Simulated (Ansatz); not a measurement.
# C: what SCF settings change

Aim: run C with the default SCF settings, then change one group of settings at a time and see what moves: the number of iterations, the state or the numbers. The cell (2 atoms) is C in its experimental structure (space group Fd-3m). Source: COD entry 9012302.

Computed with Ansatz 0.2.0 (DFT r2SCAN, PAW, plane waves, scalar-relativistic, unless a step's input says otherwise).

## Step 1: The structure to begin with

It takes space group Fd-3m (No. 227, cubic). Conventional cell: a = 3.567 Å, b = 3.567 Å, c = 3.567 Å, α = 90.00°, β = 90.00°, γ = 90.00°. C (site symmetry -43m) is surrounded by 4 C at 1.54 Å.

As a file:

```cif
data_structure
_symmetry_space_group_name_H-M 'P 1'
_symmetry_Int_Tables_number 1
_cell_length_a 2.5222
_cell_length_b 2.5222
_cell_length_c 2.5222
_cell_angle_alpha 60.000
_cell_angle_beta 60.000
_cell_angle_gamma 60.000
_cell_volume 11.35
loop_
_atom_site_label
_atom_site_type_symbol
_atom_site_fract_x
_atom_site_fract_y
_atom_site_fract_z
_atom_site_occupancy
C1 C 0.50000 0.50000 0.50000 1
C2 C 0.75000 0.75000 0.75000 1
```

In tables a label like C2 counts atoms in the order of input.yaml; a structure file may count by element.

Changes shown after the default run: Fermi–Dirac smearing, width 0.15 eV; 1 band beyond the filled ones; Fermi–Dirac width 0.01 eV, no switch to direct minimisation; cold smearing, width 0.15 eV; Broyden, β 0.9, history 2, no preconditioner; iteration limit 8; Fermi–Dirac width 0.003 eV, no switch to direct minimisation; Fermi–Dirac width 0.001 eV, no switch to direct minimisation; fixed occupations; Broyden, β 0.9, history 4, no preconditioner.

The search for lower states is off throughout, and inputs that name a mixer don't switch to direct minimisation unless they say so. Spin polarisation is off.

## Step 2: Default SCF settings

Input file input.yaml:

```yaml
crystal:
  lattice:
    - [0.0, 1.78344, 1.78344]
    - [1.78344, 0.0, 1.78344]
    - [1.78344, 1.78344, 0.0]
  atoms:
    - { symbol: C, position: [0.5, 0.5, 0.5] }
    - { symbol: C, position: [0.75, 0.75, 0.75] }
hamiltonian:
  xc: r2scan
  pseudopotentials: { kind: paw }
basis:
  ecutwfc: 500
kpoints:
  mp_grid: { grid: [12, 12, 12] }
scf:
  occupations: { method: fermi_dirac, width: 0.1 }
  lower_state_search: "off"
output:
  forces: true
  stress: true
```

Launch:

```bash
ansatz run input.yaml --threads 2 --pin off --max-ram 5120MiB --backend cpu --events-out ev --progress --plain --runs-dir out
```

Log, cut to the lines that bear on the results:

```text
[...]
Pseudopotentials: kind: paw
Pseudopotential: C, paw, valence charge 4, recommended cutoff 500 eV (meta_gga), C.paw.azcp
Functional definition: r2SCAN
[...]
Crystal: 2 atoms, lattice volume = 11.345 Å³
Basis set: ecut = 500 eV, 283 PW (Γ), exchange–correlation on 80×80×80 points (64 copies of the dense FFT grid, shifted against one another)
Bands: 8, of which v1, the nominal top of the filled ones, is band 4 counted from 1 (3 counted from 0)
Symmetry: 48 space group operations
Space group: Fd-3m (ITA 227), of the structure as read, at distance tolerance 2.2e-5 Å
k-points: 72 of 1728
[...]
SCF iter   1: F=-503.109346 eV  HF=-503.055274 eV  |F-HF|=5.41e-2  |Δ(HF+E_count)|=         —  Δρ=8.85e-3  dr2=2.39e-3  dr2_τ=3.81e-1  ethr=1.77e-3  ⟨swp⟩=4.7  Hψ=3814  notcnv=0
[...]
SCF iter   6: F=-503.111040 eV  HF=-503.111040 eV  |F-HF|=7.40e-10  |Δ(HF+E_count)|=   1.69e-7  Δρ=5.10e-6  dr2=8.32e-10  dr2_τ=1.24e-10  ethr=1.25e-9  ⟨swp⟩=4.2  Hψ=1739  notcnv=0
[...]
SCF converged after 6 iterations
Free energy (F): -503.111040 eV
[...]
E sigma→0 (E₀):  -503.111040 eV
Fermi energy:    15.428079 eV
[...]
--- Forces (eV/Å), atoms counted from 1 ---
  atom   1  C      0.00000000     0.00000000     0.00000000
  atom   2  C     -0.00000000     0.00000000     0.00000000
[...]
--- Stress (GPa, compression-positive) ---
       -2.472866       0.000000       0.000000
       -0.000000      -2.472866      -0.000000
       -0.000000       0.000000      -2.472866
  P = ⅓ Tr σ = -2.4729 GPa (-24.729 kbar)
```

Run time: 0.68 s. Hardware: 2 threads of Arm Neoverse V2, shared host; peak memory 0.28 GiB.

With the default settings (MSR1 mixing, preconditioner none) the run converges in 6 iterations, with a gap of 4.37 eV on the k-mesh.

## Step 3: Fermi–Dirac smearing, width 0.15 eV

input.yaml: that of step 2 with these lines changed.

```diff
@@ -16,4 +16,5 @@
 scf:
-  occupations: { method: fermi_dirac, width: 0.1 }
+  occupations: { method: fermi_dirac, width: 0.15 }
   lower_state_search: "off"
+  max_iter: 50
 output:
```

Launch:

```bash
ansatz run input.yaml --threads 2 --pin off --max-ram 5120MiB --backend cpu --events-out ev --progress --plain --runs-dir out
```

Log, cut to the lines that bear on the results:

```text
[... 22 lines as in an earlier run ...]
SCF iter   1: F=-503.109346 eV  HF=-503.055273 eV  |F-HF|=5.41e-2  |Δ(HF+E_count)|=         —  Δρ=8.84e-3  dr2=2.39e-3  dr2_τ=3.81e-1  ethr=1.77e-3  ⟨swp⟩=4.6  Hψ=3788  notcnv=0
[...]
SCF iter   6: F=-503.111040 eV  HF=-503.111040 eV  |F-HF|=6.82e-10  |Δ(HF+E_count)|=   1.69e-7  Δρ=4.88e-6  dr2=7.59e-10  dr2_τ=1.15e-10  ethr=1.25e-9  ⟨swp⟩=4.2  Hψ=1740  notcnv=0
[...]
SCF converged after 6 iterations
Free energy (F): -503.111040 eV
[...]
E sigma→0 (E₀):  -503.111040 eV
Entropy (-TS):   -0.000000 eV (-0.000 meV/atom)
Fermi energy:    15.418625 eV
[...]
--- Forces (eV/Å), atoms counted from 1 ---
  atom   1  C      0.00000000     0.00000000     0.00000000
  atom   2  C      0.00000000     0.00000000    -0.00000000
[...]
--- Stress (GPa, compression-positive) ---
       -2.472839      -0.000000      -0.000000
       -0.000000      -2.472839      -0.000000
       -0.000000       0.000000      -2.472839
  P = ⅓ Tr σ = -2.4728 GPa (-24.728 kbar)
```

Run time: 0.69 s. Hardware: 2 threads of Arm Neoverse V2, shared host; peak memory 0.28 GiB.

The count stays at 6. Against the default run: free energy unchanged, zero-width estimate unchanged.

## Step 4: 1 band beyond the filled ones

input.yaml: that of step 3 with these lines changed.

```diff
@@ -16,4 +16,5 @@
 scf:
-  occupations: { method: fermi_dirac, width: 0.15 }
+  occupations: { method: fermi_dirac, width: 0.1 }
   lower_state_search: "off"
+  n_extra_bands: 1
   max_iter: 50
```

Launch:

```bash
ansatz run input.yaml --threads 2 --pin off --max-ram 5120MiB --backend cpu --events-out ev --progress --plain --runs-dir out
```

Log, cut to the lines that bear on the results:

```text
scf.n_extra_bands = 1 over 4 filled bands (N_el = 8.0): the run solves 5 bands
[... 11 lines as in an earlier run ...]
Bands: 5, of which v1, the nominal top of the filled ones, is band 4 counted from 1 (3 counted from 0)
[... 10 lines as in an earlier run ...]
SCF iter   1: F=-503.109262 eV  HF=-503.055244 eV  |F-HF|=5.40e-2  |Δ(HF+E_count)|=         —  Δρ=8.85e-3  dr2=2.39e-3  dr2_τ=3.81e-1  ethr=1.77e-3  ⟨swp⟩=4.5  Hψ=3096  notcnv=0
[...]
SCF iter   6: F=-503.111040 eV  HF=-503.111040 eV  |F-HF|=5.10e-10  |Δ(HF+E_count)|=   1.48e-7  Δρ=4.71e-6  dr2=7.46e-10  dr2_τ=9.26e-11  ethr=1.25e-9  ⟨swp⟩=4.7  Hψ=1449  notcnv=0
[...]
SCF converged after 6 iterations
Free energy (F): -503.111040 eV
[...]
E sigma→0 (E₀):  -503.111040 eV
Fermi energy:    15.428102 eV
[... 26 lines left out: energy terms, forces, stress ...]
```

Run time: 0.65 s. Hardware: 2 threads of Arm Neoverse V2, shared host; peak memory 0.28 GiB.

The count stays at 6. Against the default run: the same free energy.

## Step 5: Fermi–Dirac width 0.01 eV, no switch to direct minimisation

input.yaml: that of step 4 with these lines changed.

```diff
@@ -16,6 +16,7 @@
 scf:
-  occupations: { method: fermi_dirac, width: 0.1 }
+  occupations: { method: fermi_dirac, width: 0.01 }
   lower_state_search: "off"
-  n_extra_bands: 1
+  algorithm: density_mixing
   max_iter: 50
+  mixing: {}
 output:
```

Launch:

```bash
ansatz run input.yaml --threads 2 --pin off --max-ram 5120MiB --backend cpu --events-out ev --progress --plain --runs-dir out
```

Log, cut to the lines that bear on the results:

```text
[... 22 lines as in an earlier run ...]
SCF iter   1: F=-503.109345 eV  HF=-503.055274 eV  |F-HF|=5.41e-2  |Δ(HF+E_count)|=         —  Δρ=8.85e-3  dr2=2.39e-3  dr2_τ=3.81e-1  ethr=1.77e-3  ⟨swp⟩=5.5  Hψ=4054  notcnv=0
[...]
SCF iter   6: F=-503.111040 eV  HF=-503.111040 eV  |F-HF|=7.92e-10  |Δ(HF+E_count)|=   1.72e-7  Δρ=5.34e-6  dr2=9.21e-10  dr2_τ=1.34e-10  ethr=1.25e-9  ⟨swp⟩=4.2  Hψ=1740  notcnv=0
[...]
SCF converged after 6 iterations
Free energy (F): -503.111040 eV
[...]
E sigma→0 (E₀):  -503.111040 eV
Fermi energy:    15.468823 eV
[...]
--- Forces (eV/Å), atoms counted from 1 ---
  atom   1  C      0.00000000    -0.00000000    -0.00000000
  atom   2  C      0.00000000     0.00000000     0.00000000
[...]
--- Stress (GPa, compression-positive) ---
       -2.472896       0.000000      -0.000000
       -0.000000      -2.472896       0.000000
       -0.000000       0.000000      -2.472896
  P = ⅓ Tr σ = -2.4729 GPa (-24.729 kbar)
```

Run time: 0.69 s. Hardware: 2 threads of Arm Neoverse V2, shared host; peak memory 0.28 GiB.

6 iterations, as in the default run; free energy unchanged, zero-width estimate unchanged.

## Step 6: Cold smearing, width 0.15 eV

input.yaml: that of step 5 with these lines changed.

```diff
@@ -16,7 +16,5 @@
 scf:
-  occupations: { method: fermi_dirac, width: 0.01 }
+  occupations: { method: cold, width: 0.15 }
   lower_state_search: "off"
-  algorithm: density_mixing
   max_iter: 50
-  mixing: {}
 output:
```

Launch:

```bash
ansatz run input.yaml --threads 2 --pin off --max-ram 5120MiB --backend cpu --events-out ev --progress --plain --runs-dir out
```

Log, cut to the lines that bear on the results:

```text
[... 22 lines as in an earlier run ...]
SCF iter   1: F=—  HF=-503.055274 eV  |F-HF|=—  |Δ(HF+E_count)|=         —  Δρ=8.84e-3  dr2=2.39e-3  dr2_τ=3.81e-1  ethr=1.77e-3  ⟨swp⟩=4.6  Hψ=3788  notcnv=0
[...]
SCF iter   6: F=-503.111040 eV  HF=-503.111040 eV  |F-HF|=7.26e-10  |Δ(HF+E_count)|=   1.68e-7  S|Δr|=    0.00e0  Δρ=5.09e-6  dr2=8.31e-10  dr2_τ=1.22e-10  ethr=1.25e-9  ⟨swp⟩=4.2  Hψ=1739  notcnv=0
[...]
SCF converged after 6 iterations
Stability not checked: this state was not tested for a lower state beside it, because cold or Methfessel-Paxton smearing, or corrected tetrahedra, fill the levels in a way that the test cannot read (fill_not_monotonic; see scf.lower_state_search)
Free energy (F): -503.111040 eV
[...]
E sigma→0 (E₀):  -503.111040 eV
Fermi energy:    15.576320 eV
Step filling:    the computed levels leave a gap of 4.3720 eV = 29.1 smearing widths at the electron count; against every level under it full and every level over it empty, smearing changes F+E_penalty+E_count by +2.43e-97 meV and its σ→0 estimate by -8.04e-94 meV
[...]
--- Forces (eV/Å), atoms counted from 1 ---
  atom   1  C      0.00000000     0.00000000     0.00000000
  atom   2  C      0.00000000    -0.00000000    -0.00000000
[...]
--- Stress (GPa, compression-positive) ---
       -2.472865      -0.000000      -0.000000
       -0.000000      -2.472865       0.000000
        0.000000       0.000000      -2.472865
  P = ⅓ Tr σ = -2.4729 GPa (-24.729 kbar)
```

Run time: 0.66 s. Hardware: 2 threads of Arm Neoverse V2, shared host; peak memory 0.28 GiB.

The count stays at 6. Against the default run: free energy unchanged, zero-width estimate unchanged.

## Step 7: Broyden, β 0.9, history 2, no preconditioner

input.yaml: that of step 6 with these lines changed.

```diff
@@ -16,5 +16,7 @@
 scf:
-  occupations: { method: cold, width: 0.15 }
+  occupations: { method: fermi_dirac, width: 0.1 }
   lower_state_search: "off"
+  algorithm: density_mixing
   max_iter: 50
+  mixing: { algorithm: broyden, ndim: 2, beta: 0.9, preconditioner: none }
 output:
```

Launch:

```bash
ansatz run input.yaml --threads 2 --pin off --max-ram 5120MiB --backend cpu --events-out ev --progress --plain --runs-dir out
```

Log, cut to the lines that bear on the results:

```text
[... 22 lines as in an earlier run ...]
SCF iter   1: F=-503.109346 eV  HF=-503.055274 eV  |F-HF|=5.41e-2  |Δ(HF+E_count)|=         —  Δρ=8.85e-3  dr2=2.39e-3  dr2_τ=3.81e-1  ethr=1.77e-3  ⟨swp⟩=4.7  Hψ=3814  notcnv=0
[...]
SCF iter   4: F=-503.111040 eV  HF=-503.111040 eV  |F-HF|=3.09e-9  |Δ(HF+E_count)|=   1.21e-7  Δρ=1.70e-5  dr2=1.48e-8  dr2_τ=3.11e-9  ethr=1.25e-9  ⟨swp⟩=4.8  Hψ=1837  notcnv=0
[...]
SCF converged after 4 iterations
Stability not checked: this state was not tested for a lower state beside it, because the mixer in use, unlike msr1, does not test its closes by its own steps (another_mixer; see scf.mixing.algorithm and scf.lower_state_search)
Free energy (F): -503.111040 eV
[...]
E sigma→0 (E₀):  -503.111040 eV
Fermi energy:    15.428170 eV
[... 26 lines left out: energy terms, forces, stress ...]
```

Wall time 0.61 s (2 threads of Arm Neoverse V2, shared host); peak memory 0.28 GiB.

4 iterations against 6; the same free energy.

(Part 1 of 2 ends here.)
